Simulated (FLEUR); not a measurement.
# La2O3 (P-62m) in FLEUR: band structure with r2SCAN

Aim: the band structure of La2O3 with r2SCAN.

Program: FLEUR MaX-R8.1 (later development tree). These are calculated values, not measurements. Logs are shortened: lines on timing, memory, paths and dates and some standing lists are left out, and cuts for length are marked.

### 1 The structure

Symmetry: P-62m, No. 189, hexagonal system. The conventional cell has a = 6.267 Å, b = 6.267 Å, c = 3.300 Å, α = 90.00°, β = 90.00°, γ = 120.00°. La (site symmetry -6) is surrounded by 6 O at 2.45 Å. O (site symmetry m2m) is surrounded by 4 La at 2.45 Å.

The cell comes from a database or a generator and needn't be the stable form of this composition.

### 2 Band structure, r2SCAN

Contents of inp.xml:

```xml
<?xml version="1.0" encoding="UTF-8" standalone="no"?>
<fleurInput fleurInputVersion="0.39">
   <comment>
      La2O3                                                                                               
   </comment>
   <calculationSetup>
      <cutoffs Kmax="4.26" Gmax="13.2" GmaxXC="13.2" numbands="0"/>
      <scfLoop itmax="80" minDistance="0.0001" maxIterBroyd="30" imix="Anderson" alpha="0.05" precondParam="0.0" spinf="2.0" sdNocoIR="T"/>
      <coreElectrons ctail="F" frcor="F" kcrel="0" coretail_lmax="0"/>
      <xcFunctional name="LibXC" relativisticCorrections="F">
         <LibXCName exchange="mgga_x_r2scan" correlation="mgga_c_r2scan"/>
         <AuxGGA exchange="117" correlation="130"/>
      </xcFunctional>
      <magnetism jspins="1"/>
      <soc l_soc="F" theta="0.0" phi="0.0" spav="F"/>
      <expertModes spex="0" secvar="F"/>
      <geometryOptimization l_f="F" forcealpha="1.0" forcemix="BFGS" epsdisp="0.00001" epsforce="0.00001"/>
      <ldaU l_linMix="F" mixParam="0.05" spinf="1.0"/>
   </calculationSetup>
   <cell>
      <bzIntegration valenceElectrons="40.0" mode="hist" fermiSmearingEnergy="0.00183747">
         <kPointListSelection listName="default-1"/>
         <!-- k-points included here -->
[... 38 lines left out ...]
         <energyParameters s="2" p="2" d="3" f="4"/>
         <lo type="SCLO" l="0" n="2" eDeriv="2"/>
         <lo type="SCLO" l="1" n="2" eDeriv="2"/>
         <lo type="SCLO" l="2" n="3" eDeriv="2"/>
      </species>
   </atomSpecies>
   <atomGroups>
      <atomGroup species="Lanthanum (La)">
         <relPos label="                   1">-1.000/3.000 1.000/3.000 1.000/2.000</relPos>
         <relPos label="                   2">1.000/3.000 -1.000/3.000 1.000/2.000</relPos>
         <force calculate="T" relaxXYZ="TTT"/>
      </atomGroup>
      <atomGroup species="Oxygen (O)">
         <relPos label="                   3">-.4919860100 .0000000000 .0000000000</relPos>
         <relPos label="                   4">.0000000000 -.4919860100 .0000000000</relPos>
         <relPos label="                   5">.4919860100 .4919860100 .0000000000</relPos>
         <force calculate="T" relaxXYZ="TTT"/>
      </atomGroup>
   </atomGroups>
   <output dos="F" band="F" slice="F">
      <checks vchk="F" cdinf="F"/>
      <bandDOS minEnergy="-.5*Htr" maxEnergy="0.5*Htr" sigma="0.015" storeEVData="T"/>
      <vacuumDOS vacdos="F" integ="F" star="F" nstars="0" locx1="0.0" locy1="0.0" locx2="0.0" locy2="0.0" nstm="0" tworkf="0.0"/>
      <unfoldingBand unfoldBand="F" supercellX="1" supercellY="1" supercellZ="1"/>
      <plotting iplot="0" polar="F">
         <plot TwoD="T" vec1="  1.0  0.0  0.0" vec2="  0.0  1.0  0.0" vec3="  0.0  0.0  1.0" zero="  0.0  0.0  0.0" file="plot"/>
      </plotting>
      <chargeDensitySlicing numkpt="0" minEigenval="0.0" maxEigenval="0.0" nnne="0" pallst="F"/>
      <specialOutput eonly="F"/>
      <moessbauerParams electricFieldGradient="T" isomerShift="T" coreHyperfine="T" valenceHyperfine="T"/>
      <magneticCircularDichroism mcd="F" energyLo="-10.0" energyUp="0.0"/>
   </output>
  <!-- We include the file relax.xml here to enable relaxations (see documentation) -->
  <xi:include xmlns:xi="http://www.w3.org/2001/XInclude" href="relax.xml"> <xi:fallback/> </xi:include>
</fleurInput>
```

Contents of crystal.txt:

```
La2O3
&input cartesian=F /
6.2667802772  0.0000000000  0.0000000000
-3.1333901386  5.4271909200  0.0000000000
0.0000000000  0.0000000000  3.2997660000
1.8897261246
1.0 1.0 1.0

5
57 0.6666666667  0.3333333333  0.5000000000
57 0.3333333334  0.6666666666  0.5000000000
8 0.5080139900  0.0000000000  0.0000000000
8 0.0000000000  0.5080139900  0.0000000000
8 0.4919860100  0.4919860100  0.0000000000

&kpt div1=5 div2=5 div3=8 gamma=T /
```

Contents of inp.xml (bands):

```
<?xml version="1.0" encoding="UTF-8" standalone="no"?>
<fleurInput fleurInputVersion="0.39">
   <comment>
      La2O3                                                                                               
   </comment>
   <calculationSetup>
      <cutoffs Kmax="4.26" Gmax="13.2" GmaxXC="13.2" numbands="0"/>
      <scfLoop itmax="80" minDistance="0.0001" maxIterBroyd="30" imix="Anderson" alpha="0.05" precondParam="0.0" spinf="2.0" sdNocoIR="T"/>
      <coreElectrons ctail="F" frcor="F" kcrel="0" coretail_lmax="0"/>
      <xcFunctional name="LibXC" relativisticCorrections="F">
         <LibXCName exchange="mgga_x_r2scan" correlation="mgga_c_r2scan"/>
         <AuxGGA exchange="117" correlation="130"/>
      </xcFunctional>
      <magnetism jspins="1"/>
      <soc l_soc="F" theta="0.0" phi="0.0" spav="F"/>
      <expertModes spex="0" secvar="F"/>
      <geometryOptimization l_f="F" forcealpha="1.0" forcemix="BFGS" epsdisp="0.00001" epsforce="0.00001"/>
      <ldaU l_linMix="F" mixParam="0.05" spinf="1.0"/>
   </calculationSetup>
   <cell>
      <bzIntegration valenceElectrons="40.0" mode="hist" fermiSmearingEnergy="0.00183747">
         <kPointListSelection listName="path-1"/>
         <!-- k-points included here -->
[... 39 lines left out ...]
         <lo type="SCLO" l="0" n="2" eDeriv="2"/>
         <lo type="SCLO" l="1" n="2" eDeriv="2"/>
         <lo type="SCLO" l="2" n="3" eDeriv="2"/>
      </species>
   </atomSpecies>
   <atomGroups>
      <atomGroup species="Lanthanum (La)">
         <relPos label="                   1">-1.000/3.000 1.000/3.000 1.000/2.000</relPos>
         <relPos label="                   2">1.000/3.000 -1.000/3.000 1.000/2.000</relPos>
         <force calculate="T" relaxXYZ="TTT"/>
      </atomGroup>
      <atomGroup species="Oxygen (O)">
         <relPos label="                   3">-.4919860100 .0000000000 .0000000000</relPos>
         <relPos label="                   4">.0000000000 -.4919860100 .0000000000</relPos>
         <relPos label="                   5">.4919860100 .4919860100 .0000000000</relPos>
         <force calculate="T" relaxXYZ="TTT"/>
      </atomGroup>
   </atomGroups>
   <output dos="F" band="T" slice="F">
      <checks vchk="F" cdinf="F"/>
      <bandDOS minEnergy="-.5*Htr" maxEnergy="0.5*Htr" sigma="0.015" storeEVData="T"/>
      <vacuumDOS vacdos="F" integ="F" star="F" nstars="0" locx1="0.0" locy1="0.0" locx2="0.0" locy2="0.0" nstm="0" tworkf="0.0"/>
      <unfoldingBand unfoldBand="F" supercellX="1" supercellY="1" supercellZ="1"/>
      <plotting iplot="0" polar="F">
         <plot TwoD="T" vec1="  1.0  0.0  0.0" vec2="  0.0  1.0  0.0" vec3="  0.0  0.0  1.0" zero="  0.0  0.0  0.0" file="plot"/>
      </plotting>
      <chargeDensitySlicing numkpt="0" minEigenval="0.0" maxEigenval="0.0" nnne="0" pallst="F"/>
      <specialOutput eonly="F"/>
      <moessbauerParams electricFieldGradient="T" isomerShift="T" coreHyperfine="T" valenceHyperfine="T"/>
      <magneticCircularDichroism mcd="F" energyLo="-10.0" energyUp="0.0"/>
   </output>
  <!-- We include the file relax.xml here to enable relaxations (see documentation) -->
  <xi:include xmlns:xi="http://www.w3.org/2001/XInclude" href="relax.xml"> <xi:fallback/> </xi:include>
</fleurInput>
```

Potentials or basis: all-electron, FLAPW.

Started as:

```
$ inpgen -f crystal.txt -profile fastHighL
$ # inp.xml edited to the form shown
$ fleur_MPI
$ fleur_MPI   # second run, on inp.xml (bands)
```

Log:

```text
Welcome to FLEUR        (www.flapw.de)
      MaX-Release 8.1          (www.max-centre.eu)
 func_ids         498         497         498         497
 MetaGGA potential functional detected - V_tau will be computed
 Auxiliary Potential for radial basis: exchange=         117  correlation=         130
The functional 'Re-regularized SCAN exchange by Furness et al' is an exchange functional, it belongs to the 'MGGA' family and is defined in the reference(s):
[1] J. W. Furness, A. D. Kaplan, J. Ning, J. P. Perdew, and J. Sun.,  J. Phys. Chem. Lett. 11, 8208-8215 (2020)
[2] J. W. Furness, A. D. Kaplan, J. Ning, J. P. Perdew, and J. Sun.,  J. Phys. Chem. Lett. 11, 9248-9248 (2020)
The functional 'Re-regularized SCAN correlation by Furness et al' is a correlation functional, it belongs to the 'MGGA' family and is defined in the reference(s):
[1] J. W. Furness, A. D. Kaplan, J. Ning, J. P. Perdew, and J. Sun.,  J. Phys. Chem. Lett. 11, 8208-8215 (2020)
[2] J. W. Furness, A. D. Kaplan, J. Ning, J. P. Perdew, and J. Sun.,  J. Phys. Chem. Lett. 11, 9248-9248 (2020)
 Using same functional for VXC and EXC

 ========== k-point set info ==========
 Selected k-point list: default-1
 k-point list type: mesh
 5 x 5 x 8
 Number of k points: 25

 ------------Calculation Setup---------------------------
 Number of MPI-tasks      :            1
 Number of PE/node        :            1
 Number of OMP-threads    :            1
 Most efficient MPI parallelization for:
           1           5          25
 Additional eigenvalue parallelization possible
 Number of basis functions:         1177
 Approximate size of matrices (H+S) per k-point:         0.041 GB
 --------------------------------------------------------
The functional 'Hammer, Hansen, and Norskov' is an exchange functional, it belongs to the 'GGA' family and is defined in the reference(s):
[1] B. Hammer, L. B. Hansen, and J. K. Nørskov.,  Phys. Rev. B 59, 7413 (1999)
The functional 'Perdew, Burke & Ernzerhof' is a correlation functional, it belongs to the 'GGA' family and is defined in the reference(s):
[1] J. P. Perdew, K. Burke, and M. Ernzerhof.,  Phys. Rev. Lett. 77, 3865 (1996)
[2] J. P. Perdew, K. Burke, and M. Ernzerhof.,  Phys. Rev. Lett. 78, 1396 (1997)
 Using same functional for VXC and EXC
 Using auxiliary GGA potential for the first iteration of MetaGGA calculation.
 Reset of history
 Reset of history
 Iteration:     1   Distance:      29.61282243 me/bohr^3
The functional 'Hammer, Hansen, and Norskov' is an exchange functional, it belongs to the 'GGA' family and is defined in the reference(s):
[1] B. Hammer, L. B. Hansen, and J. K. Nørskov.,  Phys. Rev. B 59, 7413 (1999)
The functional 'Perdew, Burke & Ernzerhof' is a correlation functional, it belongs to the 'GGA' family and is defined in the reference(s):
[1] J. P. Perdew, K. Burke, and M. Ernzerhof.,  Phys. Rev. Lett. 77, 3865 (1996)
[2] J. P. Perdew, K. Burke, and M. Ernzerhof.,  Phys. Rev. Lett. 78, 1396 (1997)
 Using same functional for VXC and EXC
 Iteration:     2   Distance:      26.67114721 me/bohr^3
The functional 'Hammer, Hansen, and Norskov' is an exchange functional, it belongs to the 'GGA' family and is defined in the reference(s):
[1] B. Hammer, L. B. Hansen, and J. K. Nørskov.,  Phys. Rev. B 59, 7413 (1999)
The functional 'Perdew, Burke & Ernzerhof' is a correlation functional, it belongs to the 'GGA' family and is defined in the reference(s):
[1] J. P. Perdew, K. Burke, and M. Ernzerhof.,  Phys. Rev. Lett. 77, 3865 (1996)
[2] J. P. Perdew, K. Burke, and M. Ernzerhof.,  Phys. Rev. Lett. 78, 1396 (1997)
 Using same functional for VXC and EXC
 Iteration:     3   Distance:      23.93180103 me/bohr^3
The functional 'Hammer, Hansen, and Norskov' is an exchange functional, it belongs to the 'GGA' family and is defined in the reference(s):
[1] B. Hammer, L. B. Hansen, and J. K. Nørskov.,  Phys. Rev. B 59, 7413 (1999)
The functional 'Perdew, Burke & Ernzerhof' is a correlation functional, it belongs to the 'GGA' family and is defined in the reference(s):
[1] J. P. Perdew, K. Burke, and M. Ernzerhof.,  Phys. Rev. Lett. 77, 3865 (1996)
[2] J. P. Perdew, K. Burke, and M. Ernzerhof.,  Phys. Rev. Lett. 78, 1396 (1997)
 Using same functional for VXC and EXC
 Iteration:     4   Distance:      14.32967780 me/bohr^3
The functional 'Hammer, Hansen, and Norskov' is an exchange functional, it belongs to the 'GGA' family and is defined in the reference(s):
[1] B. Hammer, L. B. Hansen, and J. K. Nørskov.,  Phys. Rev. B 59, 7413 (1999)
The functional 'Perdew, Burke & Ernzerhof' is a correlation functional, it belongs to the 'GGA' family and is defined in the reference(s):
[1] J. P. Perdew, K. Burke, and M. Ernzerhof.,  Phys. Rev. Lett. 77, 3865 (1996)
[2] J. P. Perdew, K. Burke, and M. Ernzerhof.,  Phys. Rev. Lett. 78, 1396 (1997)
 Using same functional for VXC and EXC
 Iteration:     5   Distance:      14.21248555 me/bohr^3
The functional 'Hammer, Hansen, and Norskov' is an exchange functional, it belongs to the 'GGA' family and is defined in the reference(s):
[1] B. Hammer, L. B. Hansen, and J. K. Nørskov.,  Phys. Rev. B 59, 7413 (1999)
The functional 'Perdew, Burke & Ernzerhof' is a correlation functional, it belongs to the 'GGA' family and is defined in the reference(s):
[1] J. P. Perdew, K. Burke, and M. Ernzerhof.,  Phys. Rev. Lett. 77, 3865 (1996)
[2] J. P. Perdew, K. Burke, and M. Ernzerhof.,  Phys. Rev. Lett. 78, 1396 (1997)
 Using same functional for VXC and EXC
 Iteration:     6   Distance:       2.36191847 me/bohr^3
The functional 'Hammer, Hansen, and Norskov' is an exchange functional, it belongs to the 'GGA' family and is defined in the reference(s):
[1] B. Hammer, L. B. Hansen, and J. K. Nørskov.,  Phys. Rev. B 59, 7413 (1999)
The functional 'Perdew, Burke & Ernzerhof' is a correlation functional, it belongs to the 'GGA' family and is defined in the reference(s):
[1] J. P. Perdew, K. Burke, and M. Ernzerhof.,  Phys. Rev. Lett. 77, 3865 (1996)
[2] J. P. Perdew, K. Burke, and M. Ernzerhof.,  Phys. Rev. Lett. 78, 1396 (1997)
 Using same functional for VXC and EXC
[... 54 lines left out ...]
[2] J. P. Perdew, K. Burke, and M. Ernzerhof.,  Phys. Rev. Lett. 78, 1396 (1997)
 Using same functional for VXC and EXC
 Iteration:    15   Distance:       0.00589033 me/bohr^3
The functional 'Hammer, Hansen, and Norskov' is an exchange functional, it belongs to the 'GGA' family and is defined in the reference(s):
[1] B. Hammer, L. B. Hansen, and J. K. Nørskov.,  Phys. Rev. B 59, 7413 (1999)
The functional 'Perdew, Burke & Ernzerhof' is a correlation functional, it belongs to the 'GGA' family and is defined in the reference(s):
[1] J. P. Perdew, K. Burke, and M. Ernzerhof.,  Phys. Rev. Lett. 77, 3865 (1996)
[2] J. P. Perdew, K. Burke, and M. Ernzerhof.,  Phys. Rev. Lett. 78, 1396 (1997)
 Using same functional for VXC and EXC
 Iteration:    16   Distance:       0.00174478 me/bohr^3
The functional 'Hammer, Hansen, and Norskov' is an exchange functional, it belongs to the 'GGA' family and is defined in the reference(s):
[1] B. Hammer, L. B. Hansen, and J. K. Nørskov.,  Phys. Rev. B 59, 7413 (1999)
The functional 'Perdew, Burke & Ernzerhof' is a correlation functional, it belongs to the 'GGA' family and is defined in the reference(s):
[1] J. P. Perdew, K. Burke, and M. Ernzerhof.,  Phys. Rev. Lett. 77, 3865 (1996)
[2] J. P. Perdew, K. Burke, and M. Ernzerhof.,  Phys. Rev. Lett. 78, 1396 (1997)
 Using same functional for VXC and EXC
 Iteration:    17   Distance:       0.00069268 me/bohr^3
The functional 'Hammer, Hansen, and Norskov' is an exchange functional, it belongs to the 'GGA' family and is defined in the reference(s):
[1] B. Hammer, L. B. Hansen, and J. K. Nørskov.,  Phys. Rev. B 59, 7413 (1999)
The functional 'Perdew, Burke & Ernzerhof' is a correlation functional, it belongs to the 'GGA' family and is defined in the reference(s):
[1] J. P. Perdew, K. Burke, and M. Ernzerhof.,  Phys. Rev. Lett. 77, 3865 (1996)
[2] J. P. Perdew, K. Burke, and M. Ernzerhof.,  Phys. Rev. Lett. 78, 1396 (1997)
 Using same functional for VXC and EXC
 Iteration:    18   Distance:       0.00015281 me/bohr^3
The functional 'Hammer, Hansen, and Norskov' is an exchange functional, it belongs to the 'GGA' family and is defined in the reference(s):
[1] B. Hammer, L. B. Hansen, and J. K. Nørskov.,  Phys. Rev. B 59, 7413 (1999)
The functional 'Perdew, Burke & Ernzerhof' is a correlation functional, it belongs to the 'GGA' family and is defined in the reference(s):
[1] J. P. Perdew, K. Burke, and M. Ernzerhof.,  Phys. Rev. Lett. 77, 3865 (1996)
[2] J. P. Perdew, K. Burke, and M. Ernzerhof.,  Phys. Rev. Lett. 78, 1396 (1997)
 Using same functional for VXC and EXC
 Iteration:    19   Distance:       0.00009073 me/bohr^3

 ********************************************************************
 Run finished successfully
 Stop message:
   all done
 ********************************************************************
```

Wall time 14 min (1 thread of Arm Neoverse V1, shared host); peak memory 0.15 GiB.

Results:

```
Free energy                                           : -468614.6026 eV
Band gap on the k mesh                                : 1.83 eV, indirect (least direct gap 2.38 eV)
Band gap along the path                               : 1.83 eV, indirect (least direct gap 2.38 eV)
Valence electrons inside the program's atomic spheres : La 8.18; O 5.44 (radii La 2.6, O 1.69 bohr)
```

Levels at the corners of the path, in eV from the valence-band top:
| point | band 18 | band 19 | band 20 | band 21 | band 22 | band 23 |
| --- | --- | --- | --- | --- | --- | --- |
| Γ | -1.07 | -0.90 | -0.55 | 1.83 | 3.68 | 4.57 |
| M | -1.32 | -1.22 | -1.03 | 3.17 | 3.72 | 4.61 |
| K | -1.52 | -1.52 | -1.04 | 3.69 | 3.69 | 4.16 |
| Γ | -1.07 | -0.90 | -0.55 | 1.83 | 3.68 | 4.57 |
| A | -1.34 | -0.52 | 0.00 | 4.67 | 4.89 | 4.93 |
| L | -1.56 | -0.86 | -0.70 | 4.52 | 4.97 | 4.98 |
| H | -1.71 | -0.84 | -0.84 | 4.69 | 5.00 | 5.00 |
| A | -1.34 | -0.52 | 0.00 | 4.67 | 4.89 | 4.93 |
| L | -1.56 | -0.86 | -0.70 | 4.52 | 4.97 | 4.98 |
| M | -1.32 | -1.22 | -1.03 | 3.17 | 3.72 | 4.61 |
| K | -1.52 | -1.52 | -1.04 | 3.69 | 3.69 | 4.16 |
| H | -1.71 | -0.84 | -0.84 | 4.69 | 5.00 | 5.00 |

Core levels (eV from the Fermi level):
```csv
atom,levels
1 La,"1s1/2 -38712.7, 2s1/2 -6152.6, 2p1/2 -5801.1, 2p3/2 -5388.0, 3s1/2 -1308.8, 3p1/2 -1160.8, 3p3/2 -1080.3, 4s1/2 -257.1, 3d3/2 -821.5, 3d5/2 -804.3, 4p1/2 -202.7, 4p3/2 -185.6, 4d3/2 -96.4, 4d5/2 -93.4"
2 La,"1s1/2 -38712.7, 2s1/2 -6152.6, 2p1/2 -5801.1, 2p3/2 -5388.0, 3s1/2 -1308.8, 3p1/2 -1160.8, 3p3/2 -1080.3, 4s1/2 -257.1, 3d3/2 -821.5, 3d5/2 -804.3, 4p1/2 -202.7, 4p3/2 -185.6, 4d3/2 -96.4, 4d5/2 -93.4"
3 O,1s1/2 -503.7
4 O,1s1/2 -503.7
5 O,1s1/2 -503.7
```

Caveat: the meta-GGA is that of a development version, with a GGA for the radial functions and cores and without core tails; spin-orbit coupling is left out, which moves the levels of the heavy elements. r2SCAN opens gaps a little over a GGA but as a rule still falls short of measured ones.
